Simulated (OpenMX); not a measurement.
A run of OpenMX 3.8.5 is set up as follows.

The input Pd.dat:

```
System.CurrrentDirectory             ./
System.Name                          Pd
DATA.PATH                            ./DFT_DATA13
level.of.stdout                      1
level.of.fileout                     1
Species.Number                       1
<Definition.of.Atomic.Species
  Pd  Pd7.0-s3p2d2           Pd_PBE13
Definition.of.Atomic.Species>

Atoms.Number                         1
Atoms.SpeciesAndCoordinates.Unit     FRAC
<Atoms.SpeciesAndCoordinates
    1  Pd    0.0000000000    0.0000000000    0.0000000000   8.000  8.000
Atoms.SpeciesAndCoordinates>

Atoms.UnitVectors.Unit               Ang
<Atoms.UnitVectors
     0.0000000000    1.9970809081    1.9970809081
     1.9970809081    0.0000000000    1.9970809081
     1.9970809081    1.9970809081    0.0000000000
Atoms.UnitVectors>

scf.XcType                           GGA-PBE
scf.SpinPolarization                 off
scf.ElectronicTemperature            580.226
scf.energycutoff                     400.0
scf.maxIter                          100
scf.EigenvalueSolver                 band
scf.Kgrid                            9 9 9
scf.Mixing.Type                      rmm-diisk
scf.Init.Mixing.Weight               0.05
scf.Min.Mixing.Weight                0.001
scf.Max.Mixing.Weight                0.3
scf.Mixing.History                   25
scf.Mixing.StartPulay                8
scf.criterion                        1.0e-8
scf.stress.tensor                    on
MD.Type                              nomd
```

Potentials or basis: OpenMX 2013 PBE set, Pd7.0-s3p2d2, grid cutoff 400 Ry.

Command:

```bash
$ openmx Pd.dat -nt 1 > Pd.std
```

Problem. Estimate the pressure.

Solution. -2.9 GPa.

Problem. What does it give for the band gap on the k mesh?

Solution. None (metal or under the smearing width).

Caveat: the basis of atomic orbitals isn't converged, which shifts pressures, moduli and gaps.
